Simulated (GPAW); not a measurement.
CuI (Marshite):

```
I Cu
1.0
     0.00000    3.03150    3.03150
     3.03150    0.00000    3.03150
     3.03150    3.03150    0.00000
I Cu
1 1
Direct
  0.00000 0.00000 0.00000
  0.75000 0.75000 0.75000
```

Program: GPAW 26.7.0. Alike in all runs: cell as given; smearing fermi-dirac 0.05 eV.

Task: Order these runs on this cell by their band gap on the k mesh, lowest first.
A. level PW91; potentials or basis PAW data sets generated in the run's folder for this functional, pw; spin SOC, no magnetisation; k mesh 6 × 6 × 6; cutoff (eV) 600; maxiter 150; band path GXWKGLUWLK,UX; band points 80; spin axis theta (degrees) 54.7; spin axis phi (degrees) 45; mesh quality not flagged
B. level PBE+U; potentials or basis GPAW PAW data sets (gpaw-data 1.2.1), pw; spin off; U Cu d U = 6 eV; k mesh 6 × 6 × 6; cutoff (eV) 600; maxiter 150; band path GXWKGLUWLK,UX; band points 100; mesh quality not flagged
C. level PBE; potentials or basis GPAW PAW data sets (gpaw-data 1.2.1), pw; spin off; k mesh 6 × 6 × 6; cutoff (eV) 450; maxiter 120; mesh quality not flagged
D. level PBE0; potentials or basis GPAW PAW data sets (gpaw-data 1.2.1), pw; spin off; k mesh 4 × 4 × 4; cutoff (eV) 450; maxiter 60; mesh quality coarse

Result: A (0.93 eV), C (1.14 eV), B (2.04 eV), D (3.31 eV).

Caveats: some runs use coarse meshes; spin-orbit coupling is left out, which moves the levels of the heavy elements (some runs); spin-orbit coupling was added after a scalar SCF, so levels and gaps hold it while energy, forces, pressure and moments don't (some runs); this program's spin-orbit splittings come out too wide for heavy elements (some runs); exact exchange converges slowly with the k mesh, and this mesh is small (some runs).

